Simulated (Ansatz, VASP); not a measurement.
# Ru: VASP beside Ansatz

```xyz
2
Lattice="2.7326 0.0000 0.0000 -1.3663 2.3665 0.0000 0.0000 0.0000 4.3243" Properties=species:S:1:pos:R:3 pbc="T T T"
Ru    0.0000    1.5777    1.0811
Ru    1.3663    0.7888    3.2432
```

Change from the starting cell: volume scaled by 1.03.

Alike in both runs: task single point; functional PBE; k mesh 14 × 14 × 8; occupations fermi-dirac, width 0.03 eV; no spin polarisation.

```csv
,VASP,Ansatz
version,VASP 6.6.1,Ansatz 0.2.0
potentials or method,"VASP PAW PBE potentials, release 64 (Ru_pv), cutoff 520 eV","all-electron LAPW, scalar-relativistic"
```

```csv
,VASP,Ansatz,Ansatz less VASP
pressure (GPa),-4.8,-4.7,+0.05
largest component of the traceless stress (GPa),1.37,1.40,+0.029
```

Ansatz ran all-electron here, so the differences hold the error of VASP's frozen core and of both bases.
